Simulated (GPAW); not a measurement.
# Hf (P6/mmm) in GPAW: a series of runs

The runs below take Hf through single point, with PBEsol.

All numbers are computed with GPAW 26.7.0; they aren't measurements. Logs are shortened: lines on timing, memory, paths and dates and some standing lists are left out, and cuts for length are marked. The log counts tension as positive stress, the text compression.

## (1) The crystal as given

Symmetry: P6/mmm, No. 191, hexagonal system. Conventional cell: a = 4.764 Å, b = 4.764 Å, c = 3.349 Å, α = 90.00°, β = 90.00°, γ = 120.00°. Hf (site symmetry 6/mmm) has 14 Hf at 3.22 to 3.35 Å as nearest neighbours. Around Hf (site symmetry -6m2) lie 3 Hf at 2.75 Å.

This isn't the form of Hf at room conditions, which is hcp.

## (2) Single point, PBEsol, 21.94 Å³/atom

Contents of run.py:

```python
from ase import Atoms
from ase.dft.bandgap import bandgap
from ase.io import write
from ase.units import GPa
from gpaw import GPAW, PW, setup_paths

setup_paths.insert(0, '.')

atoms = Atoms(['Hf', 'Hf', 'Hf'],
              cell=[[4.7638363622, 0.0, 0.0],
                    [-2.3819181811, 4.1256033091, 0.0],
                    [0.0, 0.0, 3.3487763129]],
              scaled_positions=[[0.0, 0.0, 0.0],
                                [0.3333333333, 0.6666666667, 0.5],
                                [0.6666666667, 0.3333333333, 0.5]],
              pbc=True)

calc = GPAW(mode=PW(600),
            xc='PBEsol',
            kpts={'size': (5, 5, 7), 'gamma': True},
            occupations={'name': 'fermi-dirac', 'width': 0.05},
            nbands=34,
            convergence={'density': 1e-05, 'energy': 1e-05},
            maxiter=150,
            txt='gpaw.txt')
atoms.calc = calc
energy = atoms.get_potential_energy()
forces = atoms.get_forces()
stress = atoms.get_stress()
calc.write('gs.gpw')
write('result.traj', atoms)
print(f'Energy: {energy:.6f} eV')
print('Forces (eV/A):')
print(forces.round(4))
print('Stress (GPa):', (stress / GPa).round(3))
print('Fermi level:', round(calc.get_fermi_level(), 4), 'eV')
print(f'Gap: {bandgap(calc)[0]:.4f} eV, direct: {bandgap(calc, direct=True)[0]:.4f} eV')
```

Potentials or basis: PAW data sets generated in the run's folder for this functional, pw.

Launch:

```console
> gpaw-setup -f PBEsol Hf
> OMP_NUM_THREADS=1 python run.py
```

gpaw.txt:

```text
__  _  _
 | _ |_)|_||  |
 |__||  | ||/\| - 26.7.0

Input parameters:
  mode=PW(ecut=600.0),
  convergence={'density': 1e-05, 'energy': 1e-05},
  kpts=MonkhorstPack(size=(5, 5, 7), gamma=True),
  maxiter=150,
  nbands=34,
  occupations=Occupations(name='fermi-dirac', width=0.05),
  xc=XC(name='PBEsol')

Diagonalizing LCAO Hamiltonian
Converting LCAO to pw mode

         Hf   Hf

       Hf

Atoms  # Å, Bohr magnetons
|   | symbol |         x |        y |        z |    initial magnetic moments |
|---|--------|-----------|----------|----------|-----------------------------|
| 0 |     Hf |  0.000000 | 0.000000 | 0.000000 | ( 0.0000,  0.0000,  0.0000) |
| 1 |     Hf | -0.000000 | 2.750402 | 1.674388 | ( 0.0000,  0.0000,  0.0000) |
| 2 |     Hf |  2.381918 | 1.375201 | 1.674388 | ( 0.0000,  0.0000,  0.0000) |

Unit cell  # Å
| periodic |         x |        y |        z |  lengths |     angles |
|----------|-----------|----------|----------|----------|------------|
|      yes |  4.763836 | 0.000000 | 0.000000 | 4.763836 |  90.000000 |
|      yes | -2.381918 | 4.125603 | 0.000000 | 4.763836 |  90.000000 |
|      yes |  0.000000 | 0.000000 | 3.348776 | 3.348776 | 120.000000 |

Number of symmetries: 24
Symmetry operations  # r_c * U_cc + t_c -> r_c
|    | kind |            matrix            |
|----|------|------------------------------|
|  0 |  σ   |  1, 1, 0,  0,-1, 0,  0, 0, 1 |
|  1 |  C2  |  1, 1, 0,  0,-1, 0,  0, 0,-1 |
|  2 |  C6  |  1, 1, 0, -1, 0, 0,  0, 0, 1 |
|  3 |  S6  |  1, 1, 0, -1, 0, 0,  0, 0,-1 |
|  4 |  E   |  1, 0, 0,  0, 1, 0,  0, 0, 1 |
|  5 |  σ   |  1, 0, 0,  0, 1, 0,  0, 0,-1 |
|  6 |  σ   |  1, 0, 0, -1,-1, 0,  0, 0, 1 |
|  7 |  C2  |  1, 0, 0, -1,-1, 0,  0, 0,-1 |
|  8 |  σ   |  0, 1, 0,  1, 0, 0,  0, 0, 1 |
|  9 |  C2  |  0, 1, 0,  1, 0, 0,  0, 0,-1 |
| 10 |  C3  |  0, 1, 0, -1,-1, 0,  0, 0, 1 |
| 11 |  S3  |  0, 1, 0, -1,-1, 0,  0, 0,-1 |
| 12 |  C6  |  0,-1, 0,  1, 1, 0,  0, 0, 1 |
| 13 |  S6  |  0,-1, 0,  1, 1, 0,  0, 0,-1 |
| 14 |  σ   |  0,-1, 0, -1, 0, 0,  0, 0, 1 |
| 15 |  C2  |  0,-1, 0, -1, 0, 0,  0, 0,-1 |
| 16 |  σ   | -1, 0, 0,  1, 1, 0,  0, 0, 1 |
| 17 |  C2  | -1, 0, 0,  1, 1, 0,  0, 0,-1 |
| 18 |  C2  | -1, 0, 0,  0,-1, 0,  0, 0, 1 |
| 19 |  i   | -1, 0, 0,  0,-1, 0,  0, 0,-1 |
| 20 |  C3  | -1,-1, 0,  1, 0, 0,  0, 0, 1 |
| 21 |  S3  | -1,-1, 0,  1, 0, 0,  0, 0,-1 |
| 22 |  σ   | -1,-1, 0,  0, 1, 0,  0, 0, 1 |
| 23 |  C2  | -1,-1, 0,  0, 1, 0,  0, 0,-1 |

BZ-sampling:
  Number of BZ points: 175
  Number of IBZ points: 20

  Monkhorst-Pack size: [5, 5, 7]
  Monkhorst-Pack shift: [0, 0, 0]

K-points  # in reciprocal-cell coordinates
|     |                                coordinates |     weight |
|-----|--------------------------------------------|------------|
|   0 | (  0.00000000,   0.00000000,   0.00000000) | 0.00571429 |
|   1 | (  0.00000000,   0.00000000,   0.14285714) | 0.01142857 |
|   2 | (  0.00000000,   0.00000000,   0.28571429) | 0.01142857 |
|   3 | (  0.00000000,   0.00000000,   0.42857143) | 0.01142857 |
|   4 | (  0.20000000,   0.00000000,   0.00000000) | 0.03428571 |
|   5 | (  0.20000000,   0.00000000,   0.14285714) | 0.06857143 |
|   6 | (  0.20000000,   0.00000000,   0.28571429) | 0.06857143 |
|   7 | (  0.20000000,   0.00000000,   0.42857143) | 0.06857143 |
|   8 | (  0.40000000,  -0.20000000,   0.00000000) | 0.03428571 |
|   9 | (  0.40000000,  -0.20000000,   0.14285714) | 0.06857143 |
| ... |                                            |            |
|  19 | (  0.40000000,   0.40000000,   0.42857143) | 0.06857143 |

Plane wave coefficients: 2233
Cutoff: 600.0 eV

Spin-components: 1 (collinear spins)
Bands:           34
Projectors:      18
Spin-degeneracy: 2
Datatype:        complex128

Parallelization:
  kpt:    1
  domain: 1
  band:   1

Density:
  Valence electrons: 36.0
  Components: 1
  Grid points: [27 27 20]
  Charge: 0.0  # |e|

Potential:
  Grid points: [27 27 20]

species:
  Hf:
    name:    Hafnium
    Z:       72.0
    valence: 12
    core:    60
    charge:  0.0  # [|e|]
    compensation charges:
      type: gauss
      rc: 0.41  # [Å]
      lmax: 2
    cutoffs:
      filter: 2.36  # [Å]
      core: 4.02  # [Å]
    projectors
    | kind |    occ | energy [eV] | rcut [Å] |
    |------|--------|-------------|----------|
    |   5s |  2.000 |     -66.855 |    1.397 |
    |   6s |  2.000 |      -5.120 |    1.397 |
    |   5p |  6.000 |     -35.615 |    1.307 |
    |   6p |  0.000 |      -1.375 |    1.307 |
    |   5d |  2.000 |      -2.724 |    1.334 |
    |    d |        |      24.487 |    1.334 |

    Using partial waves for Hf as LCAO basis

Reference energy: -1229287.125952  # eV

eigensolver:
  PPCG
  Converge bands: occupied
  niter=2

density mixing:
  MSR1-Mixer
  Pratt-step length: 0.05
  Maximum mixing coefficient: 0.75
  Old densities: 10
  SVD Regularization: 0.005
  Good broyden scale: 1.0
  Trust region scale: 1.0
  Backstep threshold: 4.0
  History deletion threshold: 6.0
  Fourier metric: weight=20.0, sigma=0.015

occupation numbers:
  Fermi-Dirac:
    width: 0.0500  # eV

poisson solver:
  ecut: 4800.0  # eV

xc functional:
  name: PBEsol with 2 nearest neighbor stencil

convergence criteria:
- Maximum integral of absolute [dens]ity change: 1e-05 electrons / valence electron
- Maximum [total energy] change in last 3 cyles: 1e-05 eV / valence electron
- Maximum integral of absolute [eigenst]ate change: 4e-08 eV^2 / valence electron
maximum number of iterations: 150

SCF iterations
|iter     | |      energy | eigst |  dens |
|---------|-|-------------|-------|-------|
|iter:   1| |  -24.193092 | -0.08 |       |
|iter:   2| |  -24.111400 | -2.70 | -1.28 |
|iter:   3| |  -23.788575 | -1.52 | -1.31 |
|iter:   4| |  -23.781451 | -2.50 | -1.76 |
|iter:   5| |  -23.758131 | -3.21 | -1.91 |
|iter:   6| |  -23.760667 | -4.20 | -2.38 |
|iter:   7| |  -23.760735 | -5.81 | -3.23 |
|iter:   8| |  -23.760733c| -7.20 | -4.06 |
|iter:   9| |  -23.760733c| -7.78c| -4.80 |
|iter:  10| |  -23.760733c| -8.45c| -5.36c|

Converged in 10 steps
Energy contributions relative to reference atoms: (reference = -1229287.125952)

Energy contributions:
  Kinetic:          16.651015
  Coulomb:         -14.452116
  Zero:             -1.485323
  External:          0.000000
  Xc:              -24.464541
  Entropy:          -0.019535
  Spinorbit:         0.000000
  ----------------------------
  Free energy:     -23.770500
  Extrapolated:    -23.760733

dipole moment: (-8.665298, -15.008737, -12.182679)  # |e|*Ang

Fermi level: 9.900
Eigenvalues  # (at kpt = [0.000, 0.000, 0.000])
| band index |      eig [eV] | occ [0-2] |
|------------|---------------|-----------|
|          0 |       -52.036 |     2.000 |
|        ... |               |           |
|         10 |       -19.885 |     2.000 |
|         11 |       -19.885 |     2.000 |
|         12 |         2.663 |     2.000 |
|         13 |         7.260 |     2.000 |
|         14 |         9.451 |     2.000 |
|         15 |         9.451 |     2.000 |
[... 8 lines left out ...]
|         24 |        12.230 |     0.000 |
|         25 |        12.230 |     0.000 |
|        ... |               |           |
|         33 |        20.941 |     0.000 |

No gap
No difference between direct/indirect transitions

Forces  # eV/Ang
|        x |        y |       z |
|----------|----------|---------|
| -0.00000 |  0.00000 | 0.00000 |  # Hf   0
| -0.00000 |  0.00000 | 0.00000 |  # Hf   1
|  0.00000 | -0.00000 | 0.00000 |  # Hf   2

Stress tensor  # eV/Ang^3
|         x |         y |        z |
|-----------|-----------|----------|
| -0.029746 | -0.000000 | 0.000000 |
| -0.000000 | -0.029746 | 0.000000 |
|  0.000000 |  0.000000 | 0.093039 |

# Writing to gs.gpw (mode='')
```

It took 33 s on 1 thread of Arm Neoverse V1, shared host; peak memory 0.18 GiB.

What came out:

```
Free energy            : -23.7705 eV
Pressure               : -1.8 GPa
Band gap on the k mesh : none (metal or under the smearing width)
```

Caveat: the density grid can change from cell to cell, which puts small steps into energies and stress.

## (3) Single point, PBEsol, 21.94 Å³/atom

Changes to run.py since step 2:

```diff
@@ -9,5 +9,5 @@
 atoms = Atoms(['Hf', 'Hf', 'Hf'],
-              cell=[[4.7638363622, 0.0, 0.0],
-                    [-2.3819181811, 4.1256033091, 0.0],
-                    [0.0, 0.0, 3.3487763129]],
+              cell=[[4.8630829531, 0.0, 0.0],
+                    [-2.4315414766, 4.2115533781, 0.0],
+                    [0.0, 0.0, 3.2134863078]],
               scaled_positions=[[0.0, 0.0, 0.0],
```

Potentials or basis: PAW data sets generated in the run's folder for this functional, pw.

Launch:

```console
> gpaw-setup -f PBEsol Hf
> OMP_NUM_THREADS=1 python run.py
```

Run time: 36 s. Hardware: 1 thread of Arm Neoverse V1, shared host; peak memory 0.19 GiB.

Results (log left out):

```
Free energy            : -24.0339 eV
Pressure               : -2.4 GPa
Band gap on the k mesh : none (metal or under the smearing width)
```

Caveat: the density grid can change from cell to cell, which puts small steps into energies and stress.
